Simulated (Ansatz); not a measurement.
Crystal: Au.

```xyz
1
Lattice="0.0000 2.0350 2.0350 2.0350 0.0000 2.0350 2.0350 2.0350 0.0000" Properties=species:S:1:pos:R:3 pbc="T T T"
Au    0.0000    0.0000    0.0000
```

```yaml
Program: Ansatz 0.2.0
Task: relaxation of cell and atoms
Functional: BLYP
Dispersion: D3(BJ)
Potentials_or_basis: Ansatz PAW
Cutoff: "420 eV (not typed: the program's choice for these potentials)"
k_mesh: 11 × 11 × 11
Occupations: fermi-dirac, width 0.05 eV
Spin: no spin polarisation
```

At the start: volume 16.85 Å³/atom.

Problem. Where does the relaxation end?

Solution. It ends after 4 steps and the volume is 17.57 Å³/atom (+4.2 %); space group Fm-3m (No. 225, to 0.05 Å).

Step by step:
```
step  energy change (eV)  largest force (eV/Å)  volume (Å³)
   1              0.0000                0.0000        16.85
   2             -0.0143                0.0000        17.69
   3             -0.0147                0.0000        17.57
   4             -0.0150                0.0000        17.57
```

Final structure:
```
Au
1.0
     0.00000    2.06324    2.06324
     2.06324    0.00000    2.06324
     2.06324    2.06324    0.00000
Au
1
Direct
  0.00000 0.00000 0.00000
```

Caveat: the plane-wave basis is chosen anew once the cell has moved, so the energies of steps on either side of that aren't comparable; pairwise dispersion overbinds metals, which lowers pressure and volume; the PAW data sets come from PBE, with cores solved anew for the run's functional, which leaves a small shift of forces and pressure.
